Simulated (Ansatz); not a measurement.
# TiO2 (C2/m): band gap by G0W0 on LDA

Wanted: the gap of TiO2 (C2/m) with a many-body correction, and the time that it takes.

Method: LDA, then G0W0 on it, plane waves, PAW, in Ansatz 0.2.0.

## 1. Starting point

Symmetry: C2/m, No. 12, monoclinic system. The conventional cell has a = 12.307 Å, b = 3.767 Å, c = 6.616 Å, α = 90.00°, β = 106.95°, γ = 90.00°. Ti has 5 O at 1.78 to 2.03 Å nearest. Nearest to Ti lie 6 O at 1.86 to 2.16 Å. Nearest to O lie 3 Ti at 1.86 to 2.16 Å. O has 3 Ti at 1.94 to 2.03 Å nearest. Nearest to O lie 2 Ti at 1.78 to 1.87 Å. Nearest to O lie 3 Ti at 1.96 to 2.16 Å. Farther neighbours and most contacts between anions are not listed.

The cell and positions are those that the Materials Project relaxed with its own functionals (PBE, PBE+U or r2SCAN), kept fixed. This is not the form that TiO2 usually takes at ambient conditions. At the settings of the band run the largest force is still 0.23 eV/Å.

The logs state that the PAW files were generated under PBE.

## 2. The LDA band structure

Levels along a band path and on the mesh show where this functional puts the band edges.

This step: DFT, LDA, plane waves, PAW; PAW set soft_1.

input.yaml

```yaml
crystal:
  lattice:
    - [6.1535771931, -1.8834685, 0.0]
    - [6.1535771931, 1.8834685, 0.0]
    - [-1.9283261078, 0.0, 6.3289668713]
  atoms:
    - { symbol: Ti, position: [0.804714, 0.804714, 0.716238] }
    - { symbol: Ti, position: [0.099929, 0.099929, 0.710398] }
    - { symbol: Ti, position: [0.195286, 0.195286, 0.283762] }
    - { symbol: Ti, position: [0.900071, 0.900071, 0.289602] }
    - { symbol: O, position: [0.0583525, 0.0583525, 0.369979] }
    - { symbol: O, position: [0.638069, 0.638069, 0.706603] }
    - { symbol: O, position: [0.1328115, 0.1328115, 0.004709] }
    - { symbol: O, position: [0.9416475, 0.9416475, 0.630021] }
    - { symbol: O, position: [0.7365115, 0.7365115, 0.3475] }
    - { symbol: O, position: [0.8671885, 0.8671885, 0.995291] }
    - { symbol: O, position: [0.2634885, 0.2634885, 0.6525] }
    - { symbol: O, position: [0.361931, 0.361931, 0.293397] }
kpoints:
  mp_grid: { grid: [6, 6, 4] }
  band_path:
    path:
      - [[0.0, 0.0, 0.0], [-0.27559497, 0.27559497, 0.0]]
      - [[-0.72440503, -0.27559497, 0.0], [-0.5, -0.5, 0.0], [0.0, 0.0, 0.0], [-0.5, -0.5, 0.5], [-0.73828134, -0.26171866, 0.5]]
      - [[-0.26171866, 0.26171866, 0.5], [0.0, 0.0, 0.5], [0.0, 0.0, 0.0]]
      - [[-0.5, 0.0, 0.5], [0.0, 0.0, 0.0], [-0.5, 0.0, 0.0]]
    npoints: 10
hamiltonian:
  xc: lda
  pseudopotentials: { kind: paw, azcp: { folder: soft_1 }, xc_functional: pbe }
scf:
  occupations: { method: fermi_dirac, width: 0.02 }
  n_extra_bands: 8
output:
  eigenvalues: true
  forces: true
  stress: true
  write_density: true
  write_potential: true
  elf: true
  volumetric_format: npy
```

Run with:

```
ansatz run input.yaml --threads 3 --pin off --max-ram 92160MiB --backend cuda --events-out ev --progress --plain --runs-dir out --devices 1 --max-vram 13GiB
```

Numbers of over 12 decimals in the logs are rounded to 6 here.

What it wrote:

```text
scf.n_extra_bands = 8 over 48 filled bands (N_el = 96.0): the run solves 56 bands
GPUs: using 1 of 1 available (devices: 1).
Engine: ansatz 0.2.0, x86_64-unknown-linux-gnu
Pseudopotentials: kind: paw
Pseudopotential: Ti, paw, valence charge 12, recommended cutoff 420 eV (normal), soft_1/Ti.paw.azcp
Pseudopotential: O, paw, valence charge 6, recommended cutoff 420 eV (normal), soft_1/O.paw.azcp
Functional definition: SPW92
  exchange = slater_x
  correlation = pw_c
device memory: the entry about to start is reckoned to put 5.3 GiB on a device that reports 30.9 GiB free (of which the cap on the GPU budget leaves the run 13.0 GiB)
GPU FFT provider: cuFFT
GPU libraries: cuBLAS 13.8.2, cuFFT 12.4.0, cuSOLVER 12.3.4
Crystal: 12 atoms, lattice volume = 146.706 Å³
Basis set: ecut = 420 eV, 2869 PW (Γ)
Bands: 56, of which v1, the nominal top of the filled ones, is band 48 counted from 1 (47 counted from 0)
Symmetry: 4 space group operations
Space group: C2/m (ITA 12), of the structure as read, at distance tolerance 5.3e-5 Å
k-points: 47 of 144
Non-local potential: Ti, projectors of the file, l = 0: 3, l = 1: 2, l = 2: 3, l = 3: 1
Non-local potential: O, projectors of the file, l = 0: 2, l = 1: 2, l = 2: 1
PAW form: soft (Blöchl's): semilocal exchange-correlation on the pseudo side does not see the compensation charge
PAW frozen core: Ti, regenerated for the run's functional, and the local potential with it (the file was generated under x = pbe(κ = 0.804, μ = 0.219515), c = pbe(β = 0.066725))
PAW frozen core: O, regenerated for the run's functional, and the local potential with it (the file was generated under x = pbe(κ = 0.804, μ = 0.219515), c = pbe(β = 0.066725))
PAW one-centre angular grid: Ti, 590 points (default); XC on 64 Gauss nodes
PAW one-centre angular grid: O, 110 points (default); XC on 64 Gauss nodes
Initial density: superposition of atomic densities (chi_scale 0.1, normalization cell, long waves kept (reshape's long-wave potential 0.08 eV rms))
Initial wavefunctions: pseudopotential atomic-orbital guess
GPU buffer pool allocated for 91125 grid points (all kernels)
GPU transforms: local potential and band sums: pruned to the plane-wave sphere, on 45×45×45
Functional: x = slater, c = lda
SCF iter   1: F=—  HF=-14261.518499 eV  |F-HF|=—  |Δ(HF+E_count)|=         —  Δρ=4.91e-2  dr2=4.30e0  ethr=3.10e-3  ⟨swp⟩=5.2  Hψ=8982  notcnv=0
preconditioner: auto → Resta (q_TF=auto, 2.542 Å⁻¹)  ε∞=8.1  [insulator: Δε(μ)=2.476 eV  Ē_g=9.174 eV  σ=0.020 eV  W_gap=1.00  n_scr=44 (ndim 8)  ℏωp=24.5 eV  f_vac=0.045  D(μ)=0.00/eV (n_scr^D=0)  ε∞_Penn≈8.1]
SCF iter   2: F=—  HF=-14260.967426 eV  |F-HF|=—  |Δ(HF+E_count)|=   5.51e-1  Δρ=2.94e-2  dr2=1.48e0  ethr=3.10e-3  ⟨swp⟩=2.1  Hψ=4187  notcnv=0  defer=96
SCF iter   3: F=—  HF=-14260.740482 eV  |F-HF|=—  |Δ(HF+E_count)|=   2.27e-1  Δρ=2.31e-2  dr2=1.03e0  ethr=1.54e-3  ⟨swp⟩=2.9  Hψ=4104  notcnv=0  defer=96
SCF iter   4: F=—  HF=-14260.550665 eV  |F-HF|=—  |Δ(HF+E_count)|=   1.90e-1  Δρ=4.89e-3  dr2=6.17e-2  ethr=1.07e-3  ⟨swp⟩=2.1  Hψ=4332  notcnv=0  defer=96
SCF iter   5: F=—  HF=-14260.550901 eV  |F-HF|=—  |Δ(HF+E_count)|=   2.36e-4  Δρ=4.28e-3  dr2=3.00e-2  ethr=6.43e-5  ⟨swp⟩=2.0  Hψ=4076  notcnv=0  defer=96
SCF iter   6: F=—  HF=-14260.549366 eV  |F-HF|=—  |Δ(HF+E_count)|=   1.53e-3  Δρ=2.08e-3  dr2=6.89e-3  ethr=3.13e-5  ⟨swp⟩=2.1  Hψ=4314  notcnv=0  defer=96
SCF iter   7: F=—  HF=-14260.550213 eV  |F-HF|=—  |Δ(HF+E_count)|=   8.46e-4  Δρ=1.20e-3  dr2=2.57e-3  ethr=7.18e-6  ⟨swp⟩=2.0  Hψ=4038  notcnv=0  defer=96
SCF iter   8: F=—  HF=-14260.550461 eV  |F-HF|=—  |Δ(HF+E_count)|=   2.49e-4  Δρ=3.82e-4  dr2=3.12e-4  ethr=2.67e-6  ⟨swp⟩=2.0  Hψ=3943  notcnv=0  defer=96
SCF iter   9: F=—  HF=-14260.549814 eV  |F-HF|=—  |Δ(HF+E_count)|=   6.47e-4  Δρ=2.69e-4  dr2=1.53e-4  ethr=3.25e-7  ⟨swp⟩=2.0  Hψ=3917  notcnv=0  defer=96
SCF iter  10: F=—  HF=-14260.549943 eV  |F-HF|=—  |Δ(HF+E_count)|=   1.29e-4  Δρ=8.75e-5  dr2=1.78e-5  ethr=1.59e-7  ⟨swp⟩=2.0  Hψ=3663  notcnv=0  defer=96
SCF iter  11: F=—  HF=-14260.550410 eV  |F-HF|=—  |Δ(HF+E_count)|=   4.67e-4  Δρ=3.13e-5  dr2=2.16e-6  ethr=1.86e-8  ⟨swp⟩=2.0  Hψ=3722  notcnv=0  defer=96
SCF iter  12: F=—  HF=-14260.550411 eV  |F-HF|=—  |Δ(HF+E_count)|=   4.44e-7  Δρ=1.27e-5  dr2=2.71e-7  ethr=2.25e-9  ⟨swp⟩=2.0  Hψ=3681  notcnv=0  defer=96
SCF iter  13: F=-14260.550411 eV  HF=-14260.550411 eV  |F-HF|=6.08e-8  |Δ(HF+E_count)|=   2.17e-8  Δρ=8.06e-6  dr2=8.67e-8  ethr=1.04e-10  ⟨swp⟩=19.2  Hψ=26568  notcnv=0
SCF 1 converged in 13 iterations: F = -14260.550411 eV  dr2 = 8.67e-8
  greatest PAW one-centre occupation: 0.998 electrons in one spin orbital (limit 2), on the Ti atom at site 2 (counted from 0), in its partial waves of l = 0
device memory: the entry about to start is reckoned to put 4.1 GiB on a device that reports 27.8 GiB free (of which the cap on the GPU budget leaves the run 13.0 GiB)
NSCF: frozen V_eff on 94 k-points
SCF converged after 13 iterations
Free energy (F): -14260.550411 eV
Harris-Foulkes:  -14260.550411 eV  (|F-HF|=6.08e-8)
Internal energy: -14260.550411 eV  (E = F + TS)
E sigma→0 (E₀):  -14260.550411 eV
Fermi energy:    7.051223 eV
--- Per-component energies (eV) ---
  E_band       = -1025.833045
  E_kinetic    = 2444.325051
  E_local      = -8201.613864  (includes V_loc(G=0)·N_el)
  E_nonlocal   = 679.083296
  E_hartree    = 3195.409630
  E_xc         = -1021.648181
  E_vxc        = -1301.577837  (∫ρ·V_xc dr)
  E_paw        = -5177.788694  (= ΣΔE_a)
  E_vpaw       = -1036.872156  (= ΣTr[D̂ρ^β])
  E_aug_tail   = 0.006006  (compensation charges beyond the density's cutoff)
  E_ewald      = -6180.402828
  E_core_change = 2.079174  (= ΣΔE_core)
  E_smearing   = -0.000000  (= −TS)
  E_closure    = -0.000000  (closes the sum)
  Σ components = -14260.550411   (vs F -14260.550411, Δ=0.00e0)
--- Forces (eV/Å), atoms counted from 1 ---
  atom   1  Ti    -0.00805813     0.00000000     0.17603280
  atom   2  Ti     0.00448053     0.00000000     0.05162422
  atom   3  Ti     0.00805813    -0.00000000    -0.17603280
  atom   4  Ti    -0.00448053     0.00000000    -0.05162422
  atom   5  O     -0.06821882     0.00000000     0.04917275
  atom   6  O      0.22697175     0.00000000     0.00276098
  atom   7  O      0.20572784     0.00000000     0.09346868
  atom   8  O      0.06821882    -0.00000000    -0.04917275
  atom   9  O      0.16539977     0.00000000     0.00747968
  atom  10  O     -0.20572784    -0.00000000    -0.09346868
  atom  11  O     -0.16539977    -0.00000000    -0.00747968
  atom  12  O     -0.22697175    -0.00000000    -0.00276098
  max |Σ_I F_I| component: 5.55e-17 eV/Å
--- Stress (GPa, compression-positive) ---
      -11.702211       0.000000      -0.038129
        0.000000     -11.395839      -0.000000
       -0.038129      -0.000000     -11.992539
  P = ⅓ Tr σ = -11.6969 GPa (-116.969 kbar)
--- Band table (eV; the first three rows and the last of 47) ---
  k-point 0: bands = [... 44 lower, 4.9479, 4.9503, 5.3520, 5.5264, 8.3713, 8.7221, 8.9709, 8.9750, ... 4 higher]
  k-point 1: bands = [... 44 lower, 4.9929, 5.0178, 5.2872, 5.3733, 8.4188, 8.7679, 8.9259, 8.9781, ... 4 higher]
  k-point 2: bands = [... 44 lower, 5.0047, 5.0405, 5.1132, 5.2710, 8.4874, 8.7508, 8.9132, 9.0392, ... 4 higher]
  k-point 46: bands = [... 44 lower, 4.8583, 5.2933, 5.4851, 5.5089, 8.6312, 8.7466, 8.8798, 9.0444, ... 4 higher]
```

Run time: 19 s. Hardware: 1 × NVIDIA H100 80GB HBM3 (shared by 6 runs) with 3 threads of AMD EPYC 7R13 (Zen 3), shared host; peak memory 1 GiB; 37 s of CPU time.

Reading the cycles: dr2 is the Hartree energy of the density residual (eV), the measure of convergence; HF is the Harris–Foulkes estimate of the energy, which meets the free energy F at convergence.

Numbers from this step:

* pressure: -11.70 GPa
* filled bands: 48
* gap: 2.657 eV
* valence top at: k = (-0.714, -0.286, 0.500)
* conduction bottom at: Γ
* least direct gap: 2.842 eV

Over mesh and path the gap is 2.657 eV, from k = (-0.714, -0.286, 0.500) to k = Γ. The least direct gap found is 2.842 eV, at k = (-0.100, -0.100, 0.000). On the 6×6×4 mesh alone the same run gives 2.671 eV, so that mesh misses an edge of LDA: 2.671 − 2.657 = +0.014 eV. The pressure in this cell is -12 GPa; the cell is kept.

The electronic bands at the labelled points (eV, zero at the top of the highest nominally filled band):

```csv
point,band 45,band 46,band 47,band 48,band 49,band 50,band 51,band 52
Γ,-0.77,-0.76,-0.36,-0.19,2.66,3.01,3.26,3.26
halfway,-0.65,-0.57,-0.16,-0.11,3.03,3.04,3.33,3.39
C,-0.68,-0.42,-0.27,-0.12,2.84,3.16,3.52,3.78
jump to C2,-0.68,-0.42,-0.27,-0.12,2.84,3.16,3.52,3.78
halfway,-0.49,-0.41,-0.31,-0.26,2.98,3.28,3.31,3.32
Y2,-0.89,-0.64,-0.40,-0.13,2.80,2.85,3.35,3.43
halfway,-0.80,-0.71,-0.39,-0.16,2.70,2.96,3.24,3.33
Γ,-0.77,-0.76,-0.36,-0.19,2.66,3.01,3.26,3.26
halfway,-0.83,-0.54,-0.36,-0.13,2.77,2.99,3.23,3.26
M2,-0.86,-0.42,-0.23,-0.21,2.92,3.03,3.17,3.33
halfway,-0.49,-0.40,-0.23,-0.04,3.04,3.19,3.21,3.40
D,-0.75,-0.46,-0.16,-0.01,3.05,3.10,3.34,3.72
jump to D2,-0.75,-0.46,-0.16,-0.01,3.05,3.10,3.34,3.72
halfway,-0.64,-0.54,-0.23,-0.18,2.97,3.15,3.18,3.30
A,-0.71,-0.67,-0.60,-0.44,2.77,3.04,3.20,3.32
halfway,-0.72,-0.70,-0.43,-0.34,2.70,3.05,3.21,3.26
Γ,-0.77,-0.76,-0.36,-0.19,2.66,3.01,3.26,3.26
jump to L2,-0.69,-0.53,-0.11,-0.02,3.08,3.14,3.38,3.60
halfway,-0.58,-0.47,-0.19,-0.14,3.03,3.17,3.19,3.30
Γ,-0.77,-0.76,-0.36,-0.19,2.66,3.01,3.26,3.26
halfway,-0.60,-0.53,-0.21,-0.13,3.05,3.10,3.26,3.35
V2,-0.88,-0.48,-0.23,-0.14,3.05,3.09,3.53,3.58
```

Electrostatic potential energy in the ac plane of the conventional cell at fractional y = 0.500, with atoms of Ti and O within 0.2 Å of it. With pseudopotentials it is smooth inside the atoms' cores, unlike the true potential.

Values in eV, 10 rows by 16 columns, each cell a mean:
```
 13  13  13  13  10 -22 -10  13  13 -10 -16  11  13  13  13  13
 13  12   5   9  -6 -17   4  12   8 -10 -10   8  12  12  13  13
 13  -4 -31  -5 -32 -34  -3  -5  -7 -35 -27   1 -14   7  13  13
 13  -5 -16  -1 -29 -19 -18 -31 -12 -32 -12 -12 -32   6  13  13
 13  12  12   8   2   6  -5  -5   5   0   8   3   1  12  13  13
 13  13  13  -2  -7   7  -6  -2  -8 -18   4  -6   4  10   9  13
 13  13  10 -29 -19 -10 -35 -20 -24 -22 -19 -34  -9 -19 -18  12
 13  13  11  -3   4 -19 -35 -10   5   3 -28 -32  -3 -23  -6  13
 13  13  13  12  10  -1  -7   8  13   8 -11  -3  10  11  13  13
 13  13  13  13  12 -16 -23  12  13  -7 -31   6  13  13  14  13
```
Columns run along a (12.3 Å; values clipped at the 3rd and 97th percentile), rows up along c (6.6 Å), edges of the conventional cell, whose origin can differ from the input's. Atoms in or near the plane, at fractional coordinates: Ti at (0.30, 0.72), Ti at (0.60, 0.71), Ti at (0.70, 0.28), Ti at (0.40, 0.29), O at (0.56, 0.37), O at (0.14, 0.71), O at (0.63, 0.00), O at (0.44, 0.63), O at (0.24, 0.35), O at (0.37, 0.00), O at (0.76, 0.65), O at (0.86, 0.29).

ELF in the ac plane of the conventional cell at fractional y = 0.500, with atoms of Ti and O within 0.2 Å of it. It is the smooth field of the valence electrons, not physical close to the nuclei.

Values, 10 rows by 16 columns, each cell a mean:
```
0.00 0.02 0.08 0.07 0.40 0.70 0.70 0.22 0.25 0.74 0.70 0.38 0.03 0.01 0.01 0.00
0.04 0.37 0.67 0.40 0.24 0.41 0.21 0.17 0.12 0.36 0.32 0.12 0.34 0.25 0.04 0.00
0.17 0.71 0.62 0.51 0.64 0.65 0.40 0.73 0.40 0.67 0.59 0.47 0.75 0.64 0.09 0.01
0.24 0.75 0.72 0.35 0.64 0.46 0.64 0.61 0.44 0.66 0.37 0.68 0.60 0.56 0.04 0.01
0.09 0.41 0.32 0.15 0.24 0.19 0.72 0.63 0.22 0.35 0.17 0.60 0.64 0.18 0.05 0.02
0.01 0.02 0.17 0.68 0.75 0.24 0.29 0.20 0.62 0.74 0.33 0.25 0.13 0.41 0.60 0.23
0.01 0.02 0.48 0.64 0.68 0.40 0.69 0.47 0.69 0.64 0.48 0.71 0.39 0.68 0.73 0.38
0.01 0.04 0.48 0.74 0.49 0.45 0.67 0.32 0.62 0.37 0.55 0.64 0.43 0.72 0.72 0.24
0.00 0.01 0.11 0.21 0.11 0.30 0.43 0.18 0.08 0.28 0.44 0.28 0.22 0.53 0.31 0.04
0.00 0.01 0.01 0.02 0.33 0.70 0.71 0.41 0.16 0.70 0.64 0.57 0.05 0.03 0.01 0.00
```
Columns run along a (12.3 Å), rows up along c (6.6 Å), edges of the conventional cell, whose origin can differ from the input's. Atoms in or near the plane, at fractional coordinates: Ti at (0.30, 0.72), Ti at (0.60, 0.71), Ti at (0.70, 0.28), Ti at (0.40, 0.29), O at (0.56, 0.37), O at (0.14, 0.71), O at (0.63, 0.00), O at (0.44, 0.63), O at (0.24, 0.35), O at (0.37, 0.00), O at (0.76, 0.65), O at (0.86, 0.29).

(Continued in part 2 of 2.)

[Paths, hosts, dates, memory and timing lines, banners, echoed tables and standing remarks are left out of the program output.]

[Logs are printed without paths, hosts, clocks, repeated set-up lines and the standing remarks that a program may print on its own settings, such as how far it seeks lower states.]

[Runs of the session that timed out or met a known fault of the program may be left out.]

[Cells called generated may have been cut or substituted from an entry of the Crystallography Open Database or the Materials Project.]

[Hosts, paths, dates, database ids (printed as entryN), source tags and the programs' standing remarks are cut or masked in the printed files.]

[Where an RPA ε∞ is given, it is that of the G0W0 mesh and is not shown converged in it. Names of k-points follow the symmetry that the program found, which can be lower than the space group named. Band edges on a path are those of the sampled points; other points can move an edge, and change direct to indirect where valleys lie close.]

[Hybrid gaps are those of their k-mesh and are not shown converged in it.]
